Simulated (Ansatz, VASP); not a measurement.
One calculation of CaO, two programs

```
Ca O
1.0
     2.38545    2.38545    0.00000
    -2.38545    2.38545    0.00000
     0.00000    2.38545    2.40385
Ca O
1 1
Direct
  0.00000 0.00000 0.00000
  0.50000 0.50000 0.00000
```

Change from the starting cell: in-plane strain -0.005, out-of-plane length and atoms relaxed by PAW.

Alike in both runs: functional r2SCAN; k mesh 8 × 8 × 8; no spin polarisation.

Ansatz relaxed the structure, and its values are those at the end. VASP's run is a single point on that final structure, the one shown.

|  | VASP | Ansatz |
| --- | --- | --- |
| version | VASP 6.6.1 | Ansatz 0.2.0 |
| potentials or method | VASP PAW PBE potentials, release 64 (Ca_sv, O) | PAW with Ansatz's default frozen-core files, scalar-relativistic |
| plane-wave cutoff (eV) | 520 | 500 |
| occupations | gaussian, width 0.01 eV | fixed |
| valence electrons in the cell | 16 | 16 |

```tsv
	VASP	Ansatz	Ansatz less VASP
pressure (GPa)	2.0	0.9	-1.09
```

Caveats: the PAW data sets were made with another functional, which shifts forces and pressure a little (VASP). A k mesh can miss the band edges.
